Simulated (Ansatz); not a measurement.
Set up this calculation in Ansatz 0.2.0, as the native input.

```
Task                                : band structure
Functional                          : r2SCAN
Potentials or basis                 : Ansatz PAW
Cutoff                              : 500 eV (not typed: the program's choice for these potentials)
k mesh                              : 10 × 10 × 5
Occupations                         : fermi-dirac, width 0.05 eV
Spin                                : no spin polarisation
Hubbard terms                       : Cu d U = 2 eV
Path                                : [["X", "G", "Y"], ["L", "G", "Z"], ["N", "G", "M"], ["R", "G"]]
Points for each segment of the path : 14
Hubbard projectors                  : ortho-atomic (the default)
Double counting                     : fll (the default)
```

The system is CuO.

```xyz
4
Lattice="0.1896 -2.1723 -2.0431 -2.0197 0.1063 -1.9598 2.3832 2.2858 -4.3894" Properties=species:S:1:pos:R:3 pbc="T T T"
Cu    0.1715    0.1749   -4.1029
Cu   -1.7484   -1.9559   -4.0297
O     0.4097    0.0276   -6.3425
O     0.1667    0.0172   -2.1166
```

The cell comes from a database or a generator and needn't be the stable form of this composition.

The cell isn't the ideal one: all atoms moved at random, sigma 0.1 Å a component, cell strained at random, sigma 0.1.

The input as run:

input.yaml

```yaml
crystal:
  lattice:
    - [0.18960382, -2.17228837, -2.0431441]
    - [-2.01972352, 0.10629521, -1.95983549]
    - [2.38320037, 2.28583939, -4.38944304]
  atoms:
    - { symbol: Cu, position: [0.45623224, 0.53068563, 0.48541174] }
    - { symbol: Cu, position: [0.97428428, 0.98586739, 0.0243612] }
    - { symbol: O, position: [0.80166267, 0.74472112, 0.73928024] }
    - { symbol: O, position: [0.26782081, 0.23872587, 0.25094681] }
hamiltonian:
  xc: r2scan
  pseudopotentials: { kind: paw }
  hubbard: { sites: [{ species: Cu, l: d, u_eff: 2.0 }] }
kpoints:
  mp_grid: { grid: [10, 10, 5] }
  band_path:
    path:
      - [[0.0, 0.0, -0.5], [0.0, 0.0, 0.0], [-0.5, 0.0, 0.0]]
      - [[-0.5, 0.0, -0.5], [0.0, 0.0, 0.0], [0.5, 0.5, 0.5]]
      - [[0.5, 0.5, 0.0], [0.0, 0.0, 0.0], [0.0, 0.5, 0.5]]
      - [[0.0, 0.5, 0.0], [0.0, 0.0, 0.0]]
    npoints: 14
scf:
  occupations: { method: fermi_dirac, width: 0.05 }
  n_extra_bands: 10
output:
  forces: true
  stress: true
  eigenvalues: true
  fatbands: false
```

Potentials or basis: Ansatz PAW.

Launch:

```console
$ ansatz run input.yaml --threads 2 --pin off --max-ram 5632MiB --backend cpu --events-out ev --progress --plain --runs-dir out
```

It gave:

```
Pressure               : -10.0 GPa
Largest force          : 1.639 eV/Å
Band gap on the k mesh : none (metal or under the smearing width)
```

Caveat: the run has no spin polarisation, though such a crystal can be magnetic; U without spin polarisation on a metal has little footing; the PAW data sets come from PBE, with cores solved anew for the run's functional, which leaves a small shift of forces and pressure; forces of over 1 eV/Å show positions far from the minimum, so gaps and moduli don't describe the material at rest.

It took 63 s on 2 threads of Arm Neoverse V1, on a shared host, peak memory 0.8 GiB.
